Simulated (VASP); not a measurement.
A run of VASP 6.6.1 is set up as follows.

INCAR

```
SYSTEM = WC
PREC = Accurate
ENCUT = 520
EDIFF = 1E-8
ISMEAR = 0
SIGMA = 0.02
LREAL = .False.
LASPH = .True.
NELM = 100
ALGO = Normal
ISIF = 2
LWAVE = .False.
LCHARG = .False.
GGA = PE
LEFG = .True.
```

KPOINTS

```
regular mesh
0
Gamma
  11 11 9
  0 0 0
```

POSCAR

```
WC
1.0
    2.9005014400      0.0000000000      0.0000000000
   -1.4502507200      2.5119079300      0.0000000000
    0.0000000000      0.0000000000      2.8290000000
W C
1 1
Direct
    0.0139390700      0.0093997200      0.9766879900
    0.6527275900      0.3239336100      0.5233120100
```

Potentials or basis: VASP PAW PBE potentials, release 64 (W_sv, C).

The run is started by

```sh
$ cat potpaw_PBE.64/W_sv/POTCAR potpaw_PBE.64/C/POTCAR > POTCAR
$ mpirun -np 1 vasp_std > vasp.out
```

(1) Predict the largest force.

(2) Predict the band gap on the k mesh.

Results:

(1) 2.407 eV/Å.

(2) none (metal or under the smearing width).

Caveat: forces of over 1 eV/Å show positions far from the minimum, so gaps and moduli don't describe the material at rest.
